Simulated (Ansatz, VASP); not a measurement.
**InAsH3 (InAs wire along [110], 4 atoms a period, H-terminated): VASP beside Ansatz**

Aim: how closely do two programs agree when they are given the same cell, functional and k mesh? The structure shown is the start of the Ansatz relaxation below; VASP solves that cell, so the two are compared at the walk's first step.

Main program and level: Ansatz 0.2.0; plane waves, with VASP 6.6.1 beside it; single point at PBE.

## Step 1: The structure

The cell holds 10 atoms: 6 H, 2 In and 2 As. Its edges and angles: a = 13.365 Å, b = 11.895 Å, c = 4.377 Å, α = 90.0°, β = 90.0°, γ = 90.0°. Vacuum lies along a and b. The structure's axis is c.

## Step 2: Ansatz: relaxation, PBE

Ansatz runs on its default PAW (the set named soft_2) files.

The two programs are compared at the cell with which this relaxation starts, whose forces are those of its first step.

Contents of input.yaml:

```yaml
crystal:
  lattice:
    - [13.365, 0.0, 0.0]
    - [0.0, 11.895, 0.0]
    - [0.0, 0.0, 4.3769909755]
  atoms:
    - { symbol: H, position: [0.25439581, 0.530199901, 0.0] }
    - { symbol: In, position: [0.331289448, 0.408017143, 0.0] }
    - { symbol: As, position: [0.678651963, 0.592001631, 0.0] }
    - { symbol: H, position: [0.745609906, 0.69839673, 0.0] }
    - { symbol: H, position: [0.745609906, 0.485606532, 0.0] }
    - { symbol: As, position: [0.447076953, 0.408017143, 0.5] }
    - { symbol: H, position: [0.485970819, 0.71418439, 0.5] }
    - { symbol: H, position: [0.514034897, 0.301622044, 0.5] }
    - { symbol: In, position: [0.562864458, 0.592001631, 0.5] }
    - { symbol: H, position: [0.25439581, 0.285834384, 0.0] }
kpoints:
  mp_grid: { grid: [1, 1, 19] }
scf:
  occupations: { method: fermi_dirac, width: 0.05 }
hamiltonian:
  xc: pbe
relax:
  cell: { fix: [a, b, alpha, beta, gamma] }
  max_steps: 60
```

The run is started by

```
> ansatz run input.yaml --threads 4 --pin off --max-ram 16384MiB --backend cpu --events-out ev --progress --plain --runs-dir out
```

Numbers of over 12 decimals in the logs are rounded to 6 here.

The program printed:

```text
Engine: ansatz 0.2.0, x86_64-unknown-linux-gnu
Pseudopotentials: kind: paw
Pseudopotential: H, paw, valence charge 1, recommended cutoff 420 eV (normal), H.paw.azcp
Pseudopotential: In, paw, valence charge 13, recommended cutoff 420 eV (normal), In.paw.azcp
Pseudopotential: As, paw, valence charge 15, recommended cutoff 420 eV (normal), As.paw.azcp
Functional definition: PBE
  parameter kappa = 0.804
  parameter beta = 0.066725
  exchange = pbe_x(kappa = kappa, mu = beta*pi^2/3)
  correlation = pbe_c(beta = beta)
Crystal: 10 atoms, lattice volume = 695.839 Å³
Basis set: ecut = 420 eV, 13637 PW (Γ), exchange–correlation on 180×160×60 points (8 copies of the dense FFT grid, shifted against one another)
Bands: 41, of which v1, the nominal top of the filled ones, is band 31 counted from 1 (30 counted from 0)
Symmetry: 2 space group operations
Space group: Pm (ITA 6), of the structure as read, at distance tolerance 8.9e-5 Å
k-points: 10 of 19
Non-local potential: H, projectors of the file, l = 0: 2, l = 1: 1
Non-local potential: In, projectors of the file, l = 0: 2, l = 1: 2, l = 2: 2, l = 3: 2
Non-local potential: As, projectors of the file, l = 0: 2, l = 1: 2, l = 2: 3, l = 3: 1
PAW form: soft (Blöchl's): semilocal exchange-correlation on the pseudo side does not see the compensation charge
PAW one-centre angular grid: H, 110 points (default); XC on 64 Gauss nodes
PAW one-centre angular grid: In, 590 points (default); XC on 64 Gauss nodes
PAW one-centre angular grid: As, 590 points (default); XC on 64 Gauss nodes
Initial density: superposition of atomic densities (neutral atoms: chi_scale 0, normalization atom), corrected by the library's trained network
Initial wavefunctions: pseudopotential atomic-orbital guess
Functional: x = pbe(κ = 0.804, μ = 0.219515), c = pbe(β = 0.066725)
SCF iter   1: F=—  HF=-21001.442779 eV  |F-HF|=—  |Δ(HF+E_count)|=         —  Δρ=2.29e-3  dr2=2.21e-1  ethr=1.77e-3  ⟨swp⟩=8.7  Hψ=2094  notcnv=0
preconditioner: auto → Resta (q_TF=auto, 1.823 Å⁻¹)  ε∞=1.5  [insulator: Δε(μ)=2.438 eV  Ē_g=13.194 eV  σ=0.050 eV  W_gap=1.00  n_scr=74 (ndim 8)  ℏωp=9.1 eV  f_vac=0.697  D(μ)=0.00/eV (n_scr^D=0)  ε∞_Penn≈1.5  vacuum switching on, ρ_ref=1.3e-2 e/Å³]
SCF iter   2: F=—  HF=-21001.373933 eV  |F-HF|=—  |Δ(HF+E_count)|=   6.88e-2  Δρ=1.13e-3  dr2=2.05e-2  ethr=3.56e-4  ⟨swp⟩=3.4  Hψ=655  notcnv=0  defer=46
SCF iter   3: F=—  HF=-21001.371567 eV  |F-HF|=—  |Δ(HF+E_count)|=   2.37e-3  Δρ=4.59e-4  dr2=2.68e-3  ethr=3.31e-5  ⟨swp⟩=2.1  Hψ=526  notcnv=0  defer=46
SCF iter   4: F=—  HF=-21001.372294 eV  |F-HF|=—  |Δ(HF+E_count)|=   7.27e-4  Δρ=1.78e-4  dr2=4.46e-4  ethr=4.33e-6  ⟨swp⟩=2.0  Hψ=451  notcnv=0  defer=46
SCF iter   5: F=—  HF=-21001.372476 eV  |F-HF|=—  |Δ(HF+E_count)|=   1.82e-4  Δρ=4.48e-5  dr2=1.99e-5  ethr=7.20e-7  ⟨swp⟩=2.0  Hψ=624  notcnv=0  defer=46
SCF iter   6: F=—  HF=-21001.372477 eV  |F-HF|=—  |Δ(HF+E_count)|=   1.68e-6  Δρ=1.50e-5  dr2=2.33e-6  ethr=3.20e-8  ⟨swp⟩=2.0  Hψ=664  notcnv=0  defer=46
SCF iter   7: F=—  HF=-21001.372478 eV  |F-HF|=—  |Δ(HF+E_count)|=   9.07e-7  Δρ=5.95e-6  dr2=3.30e-7  ethr=3.76e-9  ⟨swp⟩=2.7  Hψ=576  notcnv=0  defer=46
SCF iter   8: F=-21001.372478 eV  HF=-21001.372478 eV  |F-HF|=1.88e-8  |Δ(HF+E_count)|=   1.71e-7  Δρ=1.74e-6  dr2=2.53e-8  ethr=1.61e-10  ⟨swp⟩=4.4  Hψ=1192  notcnv=0
SCF 1 converged in 8 iterations: F = -21001.372478 eV  dr2 = 2.53e-8
  greatest PAW one-centre occupation: 0.999 electrons in one spin orbital (limit 2), on the As atom at site 2 (counted from 0), in its partial waves of l = 2
relax step   1: F+E_penalty+E_count = -21001.37247845 eV  Δ(F+E_penalty+E_count) = +0.000e0 eV  max|allowed force component| = 9.242e-1 eV/Å  Δτ_max = 0.0000 Å  P = -0.317 GPa  Ω = 695.839 Å³  fix = [a, b, alpha, beta, gamma]  reactions: a -0.358, b -0.874 GPa; gamma -0.113 GPa/rad  (8 SCF iters, dr2 threshold 1.00e-7 eV, accepted)
[...]
relax step  16: F+E_penalty+E_count = -21001.68617739 eV  Δ(F+E_penalty+E_count) = -3.217e-3 eV  max|allowed force component| = 1.044e-2 eV/Å  Δτ_max = 0.0000 Å  P = -0.003 GPa  Ω = 716.399 Å³  fix = [a, b, alpha, beta, gamma]  reactions: a -0.015, b -0.006 GPa; gamma -0.000 GPa/rad  stress off target by 1.16e-2 GPa on what of the cell is left free  SCF on the basis re-selected at this cell (its energy is not comparable with the rows above)  (6 SCF iters)
[...]
relax step  17: F+E_penalty+E_count = -21001.68618579 eV  Δ(F+E_penalty+E_count) = -8.398e-6 eV  max|allowed force component| = 7.893e-3 eV/Å  Δτ_max = 0.0031 Å  P = -0.002 GPa  Ω = 716.399 Å³  fix = [a, b, alpha, beta, gamma]  reactions: a -0.014, b -0.004 GPa; gamma +0.001 GPa/rad  (5 SCF iters, dr2 threshold 6.81e-9 eV, accepted)
[...]
relax step  18: F+E_penalty+E_count = -21001.68618579 eV  Δ(F+E_penalty+E_count) = -6.839e-10 eV  max|allowed force component| = 7.893e-3 eV/Å  Δτ_max = 0.0000 Å  P = -0.002 GPa  Ω = 716.399 Å³  fix = [a, b, alpha, beta, gamma]  reactions: a -0.014, b -0.004 GPa; gamma +0.001 GPa/rad  stress off target by 1.20e-2 GPa on what of the cell is left free  SCF on the basis re-selected at this cell (its energy is not comparable with the rows above)  (4 SCF iters)
basis re-selected at this cell: Δ(F+E_penalty+E_count) = -6.839e-10 eV, ΔP = -0.000 GPa vs the last step (what re-selecting the basis moved, of the pressure what is left beyond the Pulay correction that the steps carried, after the strain that the cell walked since its last selection, with what the two solves' SCF thresholds leave and, on support functions, any second-order correction that the steps lacked; it is no  [...]
SCF converged after 4 iterations
Free energy (F): -21001.686186 eV
Harris-Foulkes:  -21001.686186 eV  (|F-HF|=4.00e-11)
Internal energy: -21001.686186 eV  (E = F + TS)
E sigma→0 (E₀):  -21001.686186 eV
Fermi energy:    -2.225011 eV
--- Per-component energies (eV) ---
  E_band       = -1257.416750
  E_kinetic    = 767.594349
  E_local      = -19227.885486  (includes V_loc(G=0)·N_el)
  E_nonlocal   = -597.402651
  E_hartree    = 9185.358442
  E_xc         = -638.486686
  E_vxc        = -420.638011  (∫ρ·V_xc dr)
  E_paw        = -11985.246471  (= ΣΔE_a)
  E_vpaw       = -149.794940  (= ΣTr[D̂ρ^β])
  E_aug_tail   = -0.006848  (compensation charges beyond the density's cutoff)
  E_ewald      = 1494.389164
  E_smearing   = -0.000000  (= −TS)
  E_closure    = -0.000000  (closes the sum)
  Σ components = -21001.686186   (vs F -21001.686186, Δ=0.00e0)
--- Forces (eV/Å), atoms counted from 1 ---
  atom   1  H      0.00199588    -0.00205737     0.00000000
  atom   2  In    -0.00280247    -0.00089030     0.00000000
  atom   3  As     0.00789336    -0.00281562     0.00000000
  atom   4  H     -0.00480542    -0.00357208     0.00000000
  atom   5  H     -0.00313587     0.00504134    -0.00000000
  atom   6  As    -0.00072642    -0.00011397     0.00000000
  atom   7  H      0.00043194    -0.00178451     0.00000000
  atom   8  H      0.00019548     0.00068550    -0.00000000
  atom   9  In     0.00022641     0.00151760    -0.00000000
  atom  10  H      0.00072881     0.00398877    -0.00000000
  max |Σ_I F_I| component: 1.70e-6 eV/Å
--- Stress (GPa, compression-positive) ---
       -0.014187      -0.000632       0.000000
       -0.000632      -0.004016      -0.000000
        0.000000      -0.000000       0.012003
  P = ⅓ Tr σ = -0.0021 GPa (-0.021 kbar)
--- Relaxed structure (16 steps of the walk, 14 accepted, 2 SCFs on fresh bases) ---
  F+E_penalty+E_count = -21001.68618579 eV   max|allowed force component| = 7.893e-3 eV/Å   (the final SCF, on the basis selected at the relaxed cell)
  cell:  # Å, volume = 716.3991 Å³
    - [13.365, 0, 0.0]
    - [0, 11.895, 0.0]
    - [0.0, 0.0, 4.506316]
  atoms:
    - { symbol: H, position: [0.238663, 0.513545, 0.0] }
    - { symbol: In, position: [0.322914, 0.402515, 0.0] }
    - { symbol: As, position: [0.665945, 0.582680, 0.0] }
    - { symbol: H, position: [0.760929, 0.653045, 0.0] }
    - { symbol: H, position: [0.716111, 0.468313, 0.0] }
    - { symbol: As, position: [0.434510, 0.436384, 0.5] }
    - { symbol: H, position: [0.515181, 0.747941, 0.5] }
    - { symbol: H, position: [0.512366, 0.342769, 0.5] }
    - { symbol: In, position: [0.555126, 0.609314, 0.5] }
    - { symbol: H, position: [0.298154, 0.259374, 0.0] }
```

## Step 3: VASP: single point, PBE, start cell

The same cell, functional, mesh and smearing now go to VASP, with its own data sets.

Lines of VASP's logs that name or quote its potential files are left out, and so is its time.

Contents of INCAR:

```
SYSTEM = InAsH3
PREC = Accurate
ENCUT = 400
EDIFF = 1E-06
NELM = 120
ISMEAR = -1
SIGMA = 0.05
LREAL = .FALSE.
ALGO = Normal
GGA = PE
NBANDS = 31
LORBIT = 11
LWAVE = .FALSE.
LCHARG = .FALSE.
ISIF = 2
LASPH = .TRUE.
GGA_COMPAT = .FALSE.
EFERMI = MIDGAP
KPAR = 2
```

Contents of POSCAR:

```
InAsH3
1.0
   13.3650000000      0.0000000000      0.0000000000
    0.0000000000     11.8950000000      0.0000000000
    0.0000000000      0.0000000000      4.3769910000
H In As
6 2 2
Direct
    0.2543958100      0.5301999159      0.0000000000
    0.7456098765      0.6983967213      0.0000000000
    0.7456098765      0.4856065574      0.0000000000
    0.4859708193      0.7141843632      0.4999998858
    0.5140348672      0.3016220261      0.4999998858
    0.2543958100      0.2858343842      0.0000000000
    0.3312894126      0.4080171501      0.0000000000
    0.5628644220      0.5920015973      0.4999998858
    0.6786519267      0.5920015973      0.0000000000
    0.4470769173      0.4080171501      0.4999998858
```

Contents of KPOINTS:

```
Automatic mesh
0
Gamma
1 1 19
0 0 0
```

PAW data sets: H, In_d and As (PBE family, release 64).

The run is started by

```
> mpirun -np 2 vasp_std
```

The program printed:

```text
[banner, memory and clock lines left out]
running    2 mpi-ranks, on    1 nodes
 distrk:  each k-point on    1 cores,    2 groups
 distr:  one band on    1 cores,    1 groups

 POSCAR found type information on POSCAR H InAs
 POSCAR found :  3 types and      10 ions
 LDA part: xc-table for (Slater+PW92), standard interpolation
 POSCAR, INCAR and KPOINTS ok, starting setup
 FFT: planning ... GRIDC
 FFT: planning ... GRID_SOFT
 FFT: planning ... GRID
 WAVECAR not read
 entering main loop
       N       E                     dE             d eps       ncg     rms          rms(c)
DAV:   1     0.238274851647E+03    0.23827E+03   -0.13472E+04   740   0.798E+02
DAV:   2    -0.883945691225E+01   -0.24711E+03   -0.24212E+03   755   0.229E+02
DAV:   3    -0.341311945557E+02   -0.25292E+02   -0.25197E+02   816   0.925E+01
DAV:   4    -0.348827695890E+02   -0.75158E+00   -0.75097E+00   781   0.207E+01
DAV:   5    -0.349103089162E+02   -0.27539E-01   -0.27538E-01  1000   0.313E+00    0.939E+00
DAV:   6    -0.334201794546E+02    0.14901E+01   -0.12050E+00   921   0.126E+01    0.509E+00
DAV:   7    -0.329497789081E+02    0.47040E+00   -0.22150E+00   888   0.809E+00    0.134E+00
DAV:   8    -0.329304823483E+02    0.19297E-01   -0.27989E-01   833   0.418E+00    0.922E-01
DAV:   9    -0.329176625417E+02    0.12820E-01   -0.20333E-02   848   0.107E+00    0.533E-01
DAV:  10    -0.329052390402E+02    0.12424E-01   -0.16269E-02   913   0.778E-01    0.133E-01
DAV:  11    -0.329041748850E+02    0.10642E-02   -0.44790E-03   914   0.357E-01    0.141E-01
DAV:  12    -0.329066844917E+02   -0.25096E-02   -0.25834E-03   699   0.235E-01    0.116E-01
DAV:  13    -0.329078476283E+02   -0.11631E-02   -0.10665E-03   816   0.154E-01    0.755E-02
DAV:  14    -0.329088143934E+02   -0.96677E-03   -0.27408E-04   790   0.645E-02    0.274E-02
DAV:  15    -0.329096529830E+02   -0.83859E-03   -0.17083E-04   679   0.500E-02    0.148E-02
DAV:  16    -0.329101136776E+02   -0.46069E-03   -0.62460E-05   703   0.222E-02    0.154E-02
DAV:  17    -0.329104308322E+02   -0.31715E-03   -0.21192E-05   718   0.157E-02    0.644E-03
DAV:  18    -0.329107678397E+02   -0.33701E-03   -0.43661E-05   687   0.164E-02    0.502E-03
DAV:  19    -0.329108295417E+02   -0.61702E-04   -0.74977E-06   753   0.890E-03    0.278E-03
DAV:  20    -0.329108423671E+02   -0.12825E-04   -0.98670E-07   605   0.560E-03    0.113E-03
DAV:  21    -0.329108492733E+02   -0.69063E-05   -0.73340E-07   516   0.276E-03    0.660E-04
DAV:  22    -0.329108519436E+02   -0.26703E-05   -0.26270E-07   548   0.179E-03    0.811E-04
DAV:  23    -0.329108525342E+02   -0.59061E-06   -0.44584E-08   652   0.975E-04
   1 F= -.32910853E+02 E0= -.32910853E+02  d E =-.158526E-09
```

(Continued in part 2 of 2.)

[Lines on the potential files, build, host, timing and source positions are cut from VASP's logs without a mark.]

[Logs are printed without paths, hosts, clocks, repeated set-up lines and the standing remarks that a program may print on its own settings, such as how far it seeks lower states.]

[Hosts, paths, dates, database ids (printed as entryN), source tags and the programs' standing remarks are cut or masked in the printed files.]
